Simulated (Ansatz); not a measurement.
# AlAs: the cost of one run

Computed with Ansatz 0.2.0 (DFT LDA, scalar-relativistic, plane waves, PAW, unless a step's input says otherwise).

## (1) The structure to begin with

It takes space group F-43m (No. 216, cubic). The conventional cell has a = 5.630 Å, b = 5.630 Å, c = 5.630 Å, α = 90.00°, β = 90.00°, γ = 90.00°. Al (site symmetry -43m) is surrounded by 4 As at 2.44 Å. As (site symmetry -43m) has 4 Al at 2.44 Å as nearest neighbours.

Coordinates:

```
Al As
1.0
     0.00000    2.81500    2.81500
     2.81500    0.00000    2.81500
     2.81500    2.81500    0.00000
Al As
1 1
Cartesian
  0.0000 0.0000 0.0000
  1.4075 1.4075 1.4075
```

## (2) Relaxing cell and atoms: AlAs, no spin

Contents of input.yaml:

```yaml
crystal:
  lattice:
    - [0.0, 2.815, 2.815]
    - [2.815, 0.0, 2.815]
    - [2.815, 2.815, 0.0]
  atoms:
    - { symbol: Al, position: [0.0, 0.0, 0.0] }
    - { symbol: As, position: [0.25, 0.25, 0.25] }
scf:
  occupations: { method: fixed }
output:
  forces: true
  stress: true
  eigenvalues: true
  write_density: true
  write_potential: true
  elf: true
  volumetric_format: npy
hamiltonian:
  xc: lda
relax:
  f_tol: 0.005
  max_steps: 60
  cell: { stress_tol: 0.03 }
kpoints:
  mp_grid: { grid: [8, 8, 8] }
```

Launch:

```console
$ ansatz run input.yaml --threads 8 --pin off --max-ram 16384MiB --backend cpu --events-out ev --progress --plain --runs-dir out
```

**Question.** How long does this run take on 8 threads of Intel Xeon Platinum 8488C (Sapphire Rapids), shared host, and how much memory does it need?

About 1.6 s, with a peak of 0.43 GiB.
